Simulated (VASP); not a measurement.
Wanted: the native input for a VASP 6.6.1 run.

| Item | Value |
| --- | --- |
| Task | band structure |
| Functional | r2SCAN-EpsX |
| Potentials or basis | VASP PAW PBE potentials, release 64 (Se) |
| Cutoff | 520 eV |
| k mesh | 4 × 4 × 3 |
| Occupations | fermi-dirac, width 0.05 eV |
| Spin | no spin polarisation |
| Grid for exact exchange (PRECFOCK) | Normal |
| Exchange at q = 0 | default |
| Share of exact exchange | 0.0916 |
| Further INCAR settings | ALGO = Normal; EDIFF = 1e-06; NBANDS = 16 |

Crystal: Se.

```xyz
3
Lattice="4.3662 0.0000 0.0000 -2.1831 3.7812 0.0000 0.0000 0.0000 4.9536" Properties=species:S:1:pos:R:3 pbc="T T T"
Se    1.6910    2.9289    0.0000
Se   -0.4921    0.8523    3.3024
Se    0.9841    0.0000    1.6512
```

One way to write it, as run:

POSCAR

```
Se
1.0
    4.3662000000      0.0000000000      0.0000000000
   -2.1831000000      3.7812401180      0.0000000000
    0.0000000000      0.0000000000      4.9536000000
Se
3
Direct
    0.7746000000      0.7746000000      0.0000000000
    0.0000000000      0.2254000000      0.6666666667
    0.2254000000      0.0000000000      0.3333333333
```

INCAR.step1

```
  ALGO = Normal
  EDIFF = 1E-8
  ENCUT = 520
  GGA = PE
  ISIF = 2
  ISMEAR = -1
  LASPH = True
  LCHARG = False
  LEPSILON = True
  LREAL = False
  LWAVE = False
  NELM = 80
  PREC = Accurate
  SIGMA = 0.05
```

KPOINTS.step1

```
Automatic mesh
0
G
  7 7 6
  0 0 0
```

INCAR.step2

```
  ALGO = Normal
  EDIFF = 1E-5
  ENCUT = 520
  GGA = PE
  ISIF = 2
  ISMEAR = -1
  LASPH = True
  LCHARG = False
  LREAL = False
  LWAVE = True
  NBANDS = 16
  NELM = 80
  PREC = Accurate
  SIGMA = 0.05
```

KPOINTS.step2

```
k-points
0
Gamma
  4 4 3
```

INCAR.step3

```
  AEXX = 0.0916
  ALGO = Normal
  EDIFF = 1E-6
  ENCUT = 520
  ISIF = 2
  ISMEAR = -1
  ISTART = 1
  LASPH = True
  LCHARG = False
  LHFCALC = True
  LMIXTAU = True
  LREAL = False
  LWAVE = False
  METAGGA = R2SCAN
  NBANDS = 16
  NELM = 80
  PREC = Accurate
  PRECFOCK = Normal
  SIGMA = 0.05
```

KPOINTS.step3

```
k-points
0
Gamma
  4 4 3
```

KPOINTS_OPT

```
path GMKGALHA,LM,KH
10
line-mode
reciprocal
 0.0000000000  0.0000000000  0.0000000000  G
 0.5000000000  0.0000000000  0.0000000000  M

 0.5000000000  0.0000000000  0.0000000000  M
 0.3333333333  0.3333333333  0.0000000000  K

 0.3333333333  0.3333333333  0.0000000000  K
 0.0000000000  0.0000000000  0.0000000000  G

 0.0000000000  0.0000000000  0.0000000000  G
 0.0000000000  0.0000000000  0.5000000000  A

 0.0000000000  0.0000000000  0.5000000000  A
 0.5000000000  0.0000000000  0.5000000000  L

 0.5000000000  0.0000000000  0.5000000000  L
 0.3333333333  0.3333333333  0.5000000000  H

 0.3333333333  0.3333333333  0.5000000000  H
 0.0000000000  0.0000000000  0.5000000000  A

 0.5000000000  0.0000000000  0.5000000000  L
 0.5000000000  0.0000000000  0.0000000000  M

 0.3333333333  0.3333333333  0.0000000000  K
 0.3333333333  0.3333333333  0.5000000000  H
```

Potentials or basis: VASP PAW PBE potentials, release 64 (Se).

Command:

```sh
$ cat potpaw_PBE.64/Se/POTCAR > POTCAR
$ cp INCAR.step1 INCAR
$ cp KPOINTS.step1 KPOINTS
$ mpirun -np 1 vasp_std > vasp.out
$ cp INCAR.step2 INCAR
$ cp KPOINTS.step2 KPOINTS
$ mpirun -np 1 vasp_std > vasp.out
$ cp INCAR.step3 INCAR
$ cp KPOINTS.step3 KPOINTS
$ mpirun -np 1 vasp_std > vasp.out
```

It gave:

```
Pressure      : 0.7 GPa
Largest force : 0.140 eV/Å
```

Caveat: the k mesh is coarse (spacing up to 0.42 Å⁻¹), so the values aren't converged, least of all with exact exchange; an unscreened hybrid on a path of extra k points without a Coulomb cutoff has errors near the mesh points, so the bands along the path aren't reliable; the PAW data sets were made with another functional, which shifts forces and pressure a little.

It took 39 min on 1 thread of Intel(R) Xeon(R) 6975P-C (Granite Rapids), on a shared host, peak memory 0.44 GiB.
